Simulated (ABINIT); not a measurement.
The system is FeO (Wuestite).

```xyz
2
Lattice="1.5188 0.8769 2.5196 -1.5188 0.8769 2.5196 0.0000 -1.7538 2.5196" Properties=species:S:1:pos:R:3 pbc="T T T"
Fe    0.0000    0.0000    0.0000
O     0.0000    0.0000    3.7794
```

```yaml
Program: ABINIT 10.8.3 (patched build)
Task: relaxation of cell and atoms
Functional: PBEsol
Potentials_or_basis: JTH PAW PBE v2.0
Cutoff: 707 eV
k_mesh: 8 × 8 × 8
Occupations: fermi-dirac, width 0.05 eV
Spin: collinear spin, ferromagnetic start
Starting_moments: "[3.0, 0.0] μB"
```

At the start: pressure -9.3 GPa; volume 10.07 Å³/atom.

Problem. How do energy, volume and symmetry change on relaxing?

Solution. Over 8 steps the energy falls by 15.2 meV/atom and the volume is 9.58 Å³/atom (-4.9 %); space group Fm-3m (No. 225, to 0.05 Å); moment 4.00 μB per cell.

Step by step:
| step | energy change (eV) | largest force (eV/Å) | pressure (GPa) | volume (Å³) |
| --- | --- | --- | --- | --- |
| 1 | 0.0000 | 0.0000 | -9.30 | 20.13 |
| 2 | -0.0243 | 0.0000 | -4.26 | 19.57 |
| 3 | -0.0301 | 0.0000 | 0.35 | 19.12 |
| 4 | -0.0302 | 0.0000 | 0.02 | 19.15 |
| 5 | -0.0303 | 0.0000 | -0.17 | 19.17 |
| 6 | -0.0304 | 0.0000 | -0.27 | 19.17 |
| 7 | -0.0304 | 0.0000 | -0.05 | 19.15 |
| 8 | -0.0304 | 0.0000 | -0.01 | 19.15 |

Final structure:
```
CELL_PARAMETERS angstrom
1.50154 0.86692 2.45193
-1.50154 0.86692 2.45193
0.00000 -1.73383 2.45193
ATOMIC_POSITIONS crystal
Fe 0.00000 0.00000 0.00000
O 0.50000 0.50000 0.50000
```

The cell as given is a measured one (10.07 Å³/atom); PBEsol puts the equilibrium volume -4.9 % from it, thermal expansion not counted.

Caveat: the PAW data sets were made with another functional, which shifts forces and pressure a little; a cell with one magnetic atom can't hold antiferromagnetic order, which such compounds often take.
